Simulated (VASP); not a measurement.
# Gd (P6_3/mmc) in VASP: equation of state

How stiff is Gd in PBE, and what volume does it want? The cell is scaled to several volumes.

Everything below comes from runs of VASP 6.6.1. Logs are shortened: lines on timing, memory, paths and dates and some standing lists are left out, and cuts for length are marked.

## (1) Starting point

The structure is hexagonal, space group P6_3/mmc (No. 194). Conventional cell: a = 3.636 Å, b = 3.636 Å, c = 5.783 Å, α = 90.00°, β = 90.00°, γ = 120.00°. Around Gd (site symmetry -6m2) lie 12 Gd at 3.57 to 3.64 Å.

## (2) Equation of state, PBE, collinear spin, ferromagnetic start, 31.12 Å³/atom (volume scaled by 0.94)

Contents of INCAR:

```
SYSTEM = Gd
PREC = Accurate ; ENCUT = 520
EDIFF = 1E-7 ; ISMEAR = -1
SIGMA = 0.05 ; LREAL = .False.
LASPH = .True. ; NELM = 100
ALGO = Normal ; ISIF = 2
LWAVE = .False. ; LCHARG = .False.
ISPIN = 2 ; MAGMOM = 7 7
LORBIT = 11 ; LMAXMIX = 6
GGA = PE ; NBANDS = 29
```

Contents of KPOINTS:

```
regular mesh
0
Gamma
  8 8 5
  0 0 0
```

Contents of POSCAR:

```
Gd
1.0
    3.5617750913      0.0000000000      0.0000000000
   -1.7808875456      3.0845877117      0.0000000000
    0.0000000000      0.0000000000      5.6645546323
Gd
2
Direct
    0.6666666667      0.3333333333      0.7500000000
    0.3333333333      0.6666666667      0.2500000000
```

Potentials or basis: VASP PAW PBE potentials, release 64 (Gd).

Started as:

```
$ cat potpaw_PBE.64/Gd/POTCAR > POTCAR
$ mpirun -np 1 vasp_std > vasp.out
```

OUTCAR:

```text
SYSTEM = Gd
   PREC = Accurate
   ENCUT = 520
   EDIFF = 1E-7
   ISMEAR = -1
   LREAL = .False.
   LASPH = .True.
   NELM = 100
   ISIF = 2
   ISPIN = 2
   LORBIT = 11
   GGA = PE

 Found     30 irreducible k-points:

 Following reciprocal coordinates:
            Coordinates               Weight
  0.000000  0.000000  0.000000      1.000000
  0.125000  0.000000  0.000000      6.000000
  0.250000  0.000000  0.000000      6.000000
  0.375000 -0.000000  0.000000      6.000000
  0.500000  0.000000  0.000000      3.000000
  0.125000  0.125000  0.000000      6.000000
   k-points           NKPTS =     30   k-points in BZ     NKDIM =     30   number of bands    NBANDS=     29
   number of dos      NEDOS =    301   number of ions     NIONS =      2
   total plane-waves  NPLWV =  32928
   dimension x,y,z NGX =    28 NGY =   28 NGZ =   42
   dimension x,y,z NGXF=    56 NGYF=   56 NGZF=   84
   ions per type =               2
   NGX,Y,Z   is equivalent  to a cutoff of  13.07, 13.07, 12.33 a.u.
   NGXF,Y,Z  is equivalent  to a cutoff of  26.14, 26.14, 24.65 a.u.
 SYSTEM =  Gd
   PREC   = accura    normal or accurate (medium, high low for compatibility)
   ISTART =      0    job   : 0-new  1-cont  2-samecut
   ICHARG =      2    charge: 1-file 2-atom 10-const
   ISPIN  =      2    spin polarized calculation?
   LNONCOLLINEAR =      F non collinear calculations
   LSORBIT =      F    spin-orbit coupling
   LASPH  =      T    aspherical Exc in radial PAW
   ENCUT  =  520.0 eV  38.22 Ry    6.18 a.u.   6.62  6.62 10.53*2*pi/ulx,y,z
   NELM   =    100;   NELMIN=  2; NELMDL= -5     # of ELM steps
   EDIFF  = 0.1E-06   stopping-criterion for ELM
   LREAL  =      F    real-space projection
   EDIFFG = 0.1E-05   stopping-criterion for IOM
   NSW    =      0    number of steps for IOM
   IBRION =     -1    ionic relax: 0-MD 1-quasi-New 2-CG
   NFREE  =      0    steps in history (QN), initial steepest desc. (CG)
   ISIF   =      2    stress and relaxation
   ISYM   =      2    0-nonsym 1-usesym 2-fastsym
   POTIM  = 0.5000    time-step for ionic-motion
   TEBEG  =    0.0;   TEEND  =   0.0 temperature during run
   PSTRESS=    0.0 pullay stress
   NELECT =      36.0000    total number of electrons
   NUPDOWN=      -1.0000    fix difference up-down
   EMIN   =  10.00;   EMAX   =-10.00  energy-range for DOS
   EFERMI =   0.00;   METHOD = LEGACY
   ISMEAR =    -1;   SIGMA  =   0.05  broadening in eV -4-tet -1-fermi 0-gaus
   EFERMI_NEDOS =   21; number of points for ismear=-14 and -15
   IALGO  =     38    algorithm
   IMIX   =      4    mixing-type and parameters
     AMIX     =   0.40;   BMIX     =  1.00
     AMIX_MAG =   1.60;   BMIX_MAG =  1.00
  volume/ion in A,a.u.               =      31.12       209.99
  Fermi-wavevector in a.u.,A,eV,Ry     =   1.364057  2.577694 25.315703  1.860652
  Thomas-Fermi vector in A             =   2.490406
   LORBIT       =     11    0 simple, 1 ext, 2 COOP (PROOUT), +10 PAW based schemes
   GGA     = PE    functional components
   LHFCALC =     F    Hartree Fock is set to
   AEXX    =    0.0000 exact exchange contribution
   IVDW    =     0    specifies the selected vdW correction
   LEPSILON=     F    determine dielectric tensor
   LRPA    =     F    only Hartree local field effects (RPA)
 spin polarized calculation
  energy-cutoff  :      520.00
  volume of cell :       62.23
 maximum number of plane-waves:      1713
 NGX is ok and might be reduce to    28
   NGX = 13   NGY = 13   NGZ = 21

 number of electron      35.9999993 magnetization      15.1921712

 Free energy of the ion-electron system (eV)
  ---------------------------------------------------
  ext. energy  EPLUGINS =         0.00000000
  ---------------------------------------------------
  free energy    TOTEN  =       -23.37753911 eV

  energy without entropy =      -23.35012230  energy(sigma->0) =      -23.36383070

 E-fermi :   3.2614     XC(G=0): -10.2487

 val. band max:        3.2455767772   @ k =   0.2500   0.2500   0.0000
 cond. band min:       3.2682551480   @ k =   0.2500   0.0000   0.2000
 fundamental gap:      0.0226783708
 Fermi energy:         3.2613994038

 spin component 1

 k-point     1 :       0.0000    0.0000    0.0000
  band No.  band energies     occupation
      1     -41.9432      1.00000
      2     -41.8527      1.00000
      3     -19.7787      1.00000
      4     -19.0320      1.00000
      5     -19.0320      1.00000
      6     -18.9042      1.00000
[... 21 lines left out ...]
     28       4.8232      0.00000
     29       5.3171      0.00000

 k-point     2 :       0.1250    0.0000    0.0000
  band No.  band energies     occupation
      1     -41.9331      1.00000
      2     -41.8487      1.00000
      3     -19.7376      1.00000
      4     -19.1221      1.00000
      5     -19.0612      1.00000
      6     -18.9980      1.00000
[... 21 lines left out ...]
     28       5.0308      0.00000
     29       5.3628      0.00000

 k-point     3 :       0.2500    0.0000    0.0000
  band No.  band energies     occupation
      1     -41.9077      1.00000
      2     -41.8402      1.00000
      3     -19.6266      1.00000
      4     -19.3383      1.00000
      5     -19.2118      1.00000
      6     -19.1277      1.00000
[... 21 lines left out ...]
     28       4.9880      0.00000
     29       4.9898      0.00000

 k-point     4 :       0.3750   -0.0000    0.0000
  band No.  band energies     occupation
      1     -41.8791      1.00000
      2     -41.8348      1.00000
      3     -19.5517      1.00000
      4     -19.4840      1.00000
      5     -19.4107      1.00000
      6     -19.1903      1.00000
[... 21 lines left out ...]
     28       4.6072      0.00000
     29       4.8028      0.00000

 k-point     5 :       0.5000    0.0000    0.0000
  band No.  band energies     occupation
      1     -41.8647      1.00000
      2     -41.8350      1.00000
      3     -19.6388      1.00000
      4     -19.4895      1.00000
      5     -19.3994      1.00000
      6     -19.2155      1.00000
[... 21 lines left out ...]
     28       4.4699      0.00000
     29       5.1710      0.00000

 k-point     6 :       0.1250    0.1250    0.0000
  band No.  band energies     occupation
      1     -41.9154      1.00000
      2     -41.8425      1.00000
      3     -19.6613      1.00000
      4     -19.2459      1.00000
      5     -19.1993      1.00000
      6     -19.0708      1.00000
[... 21 lines left out ...]
     28       4.8016      0.00000
     29       5.4507      0.00000

 [... further k-points ...]

 spin component 2

 k-point     1 :       0.0000    0.0000    0.0000
  band No.  band energies     occupation
      1     -38.7107      1.00000
      2     -38.5976      1.00000
      3     -17.5588      1.00000
      4     -16.6572      1.00000
      5     -16.6572      1.00000
      6     -16.5078      1.00000
[... 21 lines left out ...]
     28       6.0317      0.00000
     29       6.5277      0.00000

 k-point     2 :       0.1250    0.0000    0.0000
  band No.  band energies     occupation
      1     -38.6981      1.00000
      2     -38.5926      1.00000
      3     -17.5095      1.00000
      4     -16.7673      1.00000
      5     -16.6929      1.00000
      6     -16.6224      1.00000
[... 21 lines left out ...]
     28       6.1941      0.00000
     29       6.6204      0.00000

 k-point     3 :       0.2500    0.0000    0.0000
  band No.  band energies     occupation
      1     -38.6662      1.00000
      2     -38.5819      1.00000
      3     -17.3759      1.00000
      4     -17.0314      1.00000
      5     -16.8796      1.00000
      6     -16.7735      1.00000
[... 21 lines left out ...]
     28       6.1095      0.00000
     29       6.2361      0.00000

 k-point     4 :       0.3750   -0.0000    0.0000
  band No.  band energies     occupation
      1     -38.6302      1.00000
      2     -38.5749      1.00000
      3     -17.2902      1.00000
      4     -17.2038      1.00000
      5     -17.1156      1.00000
      6     -16.8489      1.00000
[... 21 lines left out ...]
     28       5.8546      0.00000
     29       5.8945      0.00000

 k-point     5 :       0.5000    0.0000    0.0000
  band No.  band energies     occupation
      1     -38.6122      1.00000
      2     -38.5752      1.00000
      3     -17.3951      1.00000
      4     -17.2085      1.00000
      5     -17.1012      1.00000
      6     -16.8790      1.00000
[... 21 lines left out ...]
     28       5.7071      0.00000
     29       6.2594      0.00000

 k-point     6 :       0.1250    0.1250    0.0000
  band No.  band energies     occupation
      1     -38.6758      1.00000
      2     -38.5847      1.00000
      3     -17.4177      1.00000
      4     -16.9162      1.00000
      5     -16.8675      1.00000
      6     -16.7047      1.00000
[... 21 lines left out ...]
     28       6.0176      0.00000
     29       6.6383      0.00000

 [... further k-points ...]

------------------------ aborting loop because EDIFF is reached ----------------------------------------

  FORCE on cell =-STRESS in cart. coord.  units (eV):
  Direction    XX          YY          ZZ          XY          YZ          ZX
  --------------------------------------------------------------------------------------
  -------------------------------------------------------------------------------------
  Total        1.1069571      1.1069571      1.2672093      0.0000000      0.0000000      0.0000000
  in kB       28.4978424     28.4978424     32.6234240      0.0000000      0.0000000      0.0000000
  external PRESSURE =      29.8730362 kB  Pullay stress =       0.0000000 kB

 VOLUME and BASIS-vectors are now :
 -----------------------------------------------------------------------------
  energy-cutoff  :      520.00
  volume of cell :       62.23
      direct lattice vectors                 reciprocal lattice vectors
     3.561775091  0.000000000  0.000000000     0.280758884  0.162096217  0.000000000
    -1.780887546  3.084587712  0.000000000     0.000000000  0.324192435  0.000000000
     0.000000000  0.000000000  5.664554632     0.000000000  0.000000000  0.176536385

 POSITION                                       TOTAL-FORCE (eV/Angst)
 -----------------------------------------------------------------------------------
      1.78089      1.02820      4.24842        -0.000000      0.000000      0.000000
     -0.00000      2.05639      1.41614         0.000000      0.000000      0.000000
 -----------------------------------------------------------------------------------
    total drift:                                0.000000     -0.000000      0.000000

  FREE ENERGIE OF THE ION-ELECTRON SYSTEM (eV)
  ---------------------------------------------------
  free  energy   TOTEN  =       -23.3775391134 eV

  energy  without entropy=      -23.3501222957  energy(sigma->0) =      -23.36383070

 total charge

# of ion       s       p       d       f       tot
--------------------------------------------------
    1        2.078   5.565   0.606   6.975  15.222
    2        2.078   5.565   0.606   6.975  15.222
--------------------------------------------------
tot          4.155  11.129   1.211  13.949  30.445

 magnetization (x)

# of ion       s       p       d       f       tot
--------------------------------------------------
    1        0.005  -0.051   0.214   6.823   6.991
    2        0.005  -0.051   0.214   6.823   6.991
--------------------------------------------------
tot          0.010  -0.102   0.428  13.647  13.983
```

Wall time 4.9 min (1 thread of Intel Xeon Platinum 8488C (Sapphire Rapids), shared host); peak memory 0.26 GiB.

What came out:

| Property | Result |
| --- | --- |
| Free energy | -23.3775 eV |
| Pressure | 3.0 GPa |
| Band gap on the k mesh | none (metal or under the smearing width) |
| Net moment | 15.19 μB per cell |
| Site moments | Gd +6.99 μB |
| Valence electrons inside the program's atomic spheres | Gd 15.22 |

Caveat: spin-orbit coupling is left out, which moves the levels of the heavy elements.

## (3) Equation of state, PBE, collinear spin, ferromagnetic start, 31.78 Å³/atom (volume scaled by 0.96)

Contents of INCAR:

```
SYSTEM = Gd
PREC = Accurate
ENCUT = 520
EDIFF = 1E-7
ISMEAR = -1
SIGMA = 0.05
LREAL = .False.
LASPH = .True.
NELM = 100
ALGO = Normal
ISIF = 2
LWAVE = .False.
LCHARG = .False.
ISPIN = 2
MAGMOM = 7 7
LORBIT = 11
LMAXMIX = 6
GGA = PE
NBANDS = 29
```

Contents of KPOINTS:

```
Automatic mesh
0
Gamma
  8 8 5
  0 0 0
```

Contents of POSCAR:

```
Gd
1.0
    3.5868588409      0.0000000000      0.0000000000
   -1.7934294205      3.1063108761      0.0000000000
    0.0000000000      0.0000000000      5.7044471764
Gd
2
Direct
    0.6666666667      0.3333333333      0.7500000000
    0.3333333333      0.6666666667      0.2500000000
```

Potentials or basis: VASP PAW PBE potentials, release 64 (Gd).

Started as:

```
$ cat potpaw_PBE.64/Gd/POTCAR > POTCAR
$ mpirun -np 1 vasp_std > vasp.out
```

Run time: 5.4 min. Hardware: 1 thread of Intel Xeon Platinum 8488C (Sapphire Rapids), shared host; peak memory 0.27 GiB.

The run converged. Its results:

| Item | Value |
| --- | --- |
| Free energy | -23.3996 eV |
| Pressure | 2.1 GPa |
| Band gap on the k mesh | none (metal or under the smearing width) |
| Net moment | 15.21 μB per cell |
| Site moments | Gd +6.99 μB |
| Valence electrons inside the program's atomic spheres | Gd 15.21 |

Caveat: spin-orbit coupling is left out, which moves the levels of the heavy elements.

## (4) Equation of state, PBE, collinear spin, ferromagnetic start, 32.44 Å³/atom (volume scaled by 0.98)

Contents of INCAR:

```
SYSTEM = Gd
ALGO = Normal
EDIFF = 1E-7
ENCUT = 520
GGA = PE
ISIF = 2
ISMEAR = -1
ISPIN = 2
LASPH = .True.
LCHARG = .False.
LMAXMIX = 6
LORBIT = 11
LREAL = .False.
LWAVE = .False.
MAGMOM = 7 7
NBANDS = 29
NELM = 150
PREC = Accurate
SIGMA = 0.05
```

Contents of KPOINTS:

```
k-points
0
Gamma
  8 8 5
  0 0 0
```

Contents of POSCAR:

```
Gd
1.0
    3.6115965801      0.0000000000      0.0000000000
   -1.8057982901      3.1277343867      0.0000000000
    0.0000000000      0.0000000000      5.7437894346
Gd
2
Direct
    0.6666666667      0.3333333333      0.7500000000
    0.3333333333      0.6666666667      0.2500000000
```

Started as:

```
$ cat potpaw_PBE.64/Gd/POTCAR > POTCAR
$ mpirun -np 1 vasp_std > vasp.out
```

It took 5.9 min on 1 thread of Intel Xeon Platinum 8488C (Sapphire Rapids), shared host; peak memory 0.28 GiB.

The run converged. Its results:

| Item | Value |
| --- | --- |
| Free energy | -23.4145 eV |
| Pressure | 1.2 GPa |
| Band gap on the k mesh | none (metal or under the smearing width) |
| Net moment | 15.23 μB per cell |
| Site moments | Gd +6.99 μB |
| Valence electrons inside the program's atomic spheres | Gd 15.20 |

Caveat: spin-orbit coupling is left out, which moves the levels of the heavy elements.

## (5) Equation of state, PBE, collinear spin, ferromagnetic start, 33.77 Å³/atom (volume scaled by 1.02)

Contents of INCAR:

```
  PREC = Accurate
  ENCUT = 520
  EDIFF = 1E-7
  ISMEAR = -1
  SIGMA = 0.05
  LREAL = F
  LASPH = T
  NELM = 100
  ALGO = Normal
  ISIF = 2
  LWAVE = F
  LCHARG = F
  ISPIN = 2
  MAGMOM = 7 7
  LORBIT = 11
  LMAXMIX = 6
  GGA = PE
  NBANDS = 29
```

Contents of KPOINTS:

```
regular mesh
0
Gamma
  8 8 5
```

Contents of POSCAR:

```
Gd
1.0
    3.6600801720      0.0000000000      0.0000000000
   -1.8300400860      3.1697224088      0.0000000000
    0.0000000000      0.0000000000      5.8208964803
Gd
2
Direct
    0.6666666667      0.3333333333      0.7500000000
    0.3333333333      0.6666666667      0.2500000000
```

Started as:

```
$ cat potpaw_PBE.64/Gd/POTCAR > POTCAR
$ mpirun -np 1 vasp_std > vasp.out
```

Run time: 7.7 min. Hardware: 1 thread of Intel Xeon Platinum 8488C (Sapphire Rapids), shared host; peak memory 0.27 GiB.

Results (log left out):

```
Free energy                                           : -23.4252 eV
Pressure                                              : -0.2 GPa
Band gap on the k mesh                                : none (metal or under the smearing width)
Net moment                                            : 15.25 μB per cell
Site moments                                          : Gd +6.99 μB
Valence electrons inside the program's atomic spheres : Gd 15.18
```

Caveat: spin-orbit coupling is left out, which moves the levels of the heavy elements.

## (6) Equation of state, PBE, collinear spin, ferromagnetic start, 34.43 Å³/atom (volume scaled by 1.04)

Contents of INCAR:

```
PREC = Accurate
ENCUT = 520
EDIFF = 1E-7
ISMEAR = -1
SIGMA = 0.05
LREAL = F
LASPH = T
NELM = 100
ALGO = Normal
ISIF = 2
LWAVE = F
LCHARG = F
ISPIN = 2
MAGMOM = 7 7
LORBIT = 11
LMAXMIX = 6
GGA = PE
NBANDS = 29
```

Contents of KPOINTS:

```
Automatic mesh
0
Gamma
  8 8 5
```

Contents of POSCAR:

```
Gd
1.0
    3.6838475923      0.0000000000      0.0000000000
   -1.8419237961      3.1903055986      0.0000000000
    0.0000000000      0.0000000000      5.8586955685
Gd
2
Direct
    0.6666666667      0.3333333333      0.7500000000
    0.3333333333      0.6666666667      0.2500000000
```

Potentials or basis: VASP PAW PBE potentials, release 64 (Gd).

Started as:

```
$ cat potpaw_PBE.64/Gd/POTCAR > POTCAR
$ mpirun -np 1 vasp_std > vasp.out
```

Wall time 5.6 min (1 thread of Intel Xeon Platinum 8488C (Sapphire Rapids), shared host); peak memory 0.28 GiB.

Results (log left out):

```
Free energy                                           : -23.4220 eV
Pressure                                              : -0.8 GPa
Band gap on the k mesh                                : none (metal or under the smearing width)
Net moment                                            : 15.25 μB per cell
Site moments                                          : Gd +6.98 μB
Valence electrons inside the program's atomic spheres : Gd 15.18
```

Caveat: spin-orbit coupling is left out, which moves the levels of the heavy elements.

## (7) Equation of state, PBE, collinear spin, ferromagnetic start, 35.09 Å³/atom (volume scaled by 1.06)

Contents of INCAR:

```
PREC     = Accurate       # precision mode
ENCUT    = 520            # plane-wave cutoff, eV
EDIFF    = 1E-7           # SCF threshold, eV
ISMEAR   = -1             # smearing method
SIGMA    = 0.05           # smearing width, eV
LREAL    = F              # projectors in reciprocal space
LASPH    = T              # aspherical terms in the spheres
NELM     = 150            # most SCF steps
ALGO     = Normal         # electronic algorithm
ISIF     = 2              # what is computed and relaxed
LWAVE    = F              # write WAVECAR
LCHARG   = F              # write CHGCAR
ISPIN    = 2              # spin polarisation
MAGMOM   = 7 7            # initial moments
LORBIT   = 11             # projections on sites
LMAXMIX  = 6              # l up to which the mixer works
GGA      = PE             # functional
NBANDS   = 29             # bands
```

Contents of KPOINTS:

```
regular mesh
0
Gamma
  8 8 5
```

Contents of POSCAR:

```
Gd
1.0
    3.7073122223      0.0000000000      0.0000000000
   -1.8536561112      3.2106265643      0.0000000000
    0.0000000000      0.0000000000      5.8960131069
Gd
2
Direct
    0.6666666667      0.3333333333      0.7500000000
    0.3333333333      0.6666666667      0.2500000000
```

Started as:

```
$ cat potpaw_PBE.64/Gd/POTCAR > POTCAR
$ mpirun -np 1 vasp_std > vasp.out
```

It took 6.9 min on 1 thread of Intel Xeon Platinum 8488C (Sapphire Rapids), shared host; peak memory 0.28 GiB.

The run converged. Its results:

- Free energy: -23.4137 eV
- Pressure: -1.4 GPa
- Band gap on the k mesh: none (metal or under the smearing width)
- Net moment: 15.26 μB per cell
- Site moments: Gd +6.98 μB
- Valence electrons inside the program's atomic spheres: Gd 15.17

Caveat: spin-orbit coupling is left out, which moves the levels of the heavy elements.

## (8) Equation of state, PBE, collinear spin, ferromagnetic start

This step only gathers the single runs of the series.

Results:

* Equilibrium volume: 33.70 Å³/atom
* Bulk modulus at fixed shape and positions: 34 GPa
* Pressure derivative of the bulk modulus: 3.2

Energy against volume, from the lowest point:
| volume (Å³/atom) | energy (meV/atom) |
| --- | --- |
| 31.117 | 23.85 |
| 31.779 | 12.82 |
| 32.441 | 5.36 |
| 33.103 | 1.17 |
| 33.765 | 0.00 |
| 34.427 | 1.62 |
| 35.090 | 5.78 |

Caveat: the cell was scaled at fixed shape and fractional positions, which overstates the stiffness of a crystal with free parameters, most of all of layers and chains; spin-orbit coupling is left out, which moves the levels of the heavy elements. The state reached can hang on the start; a lower one may exist.
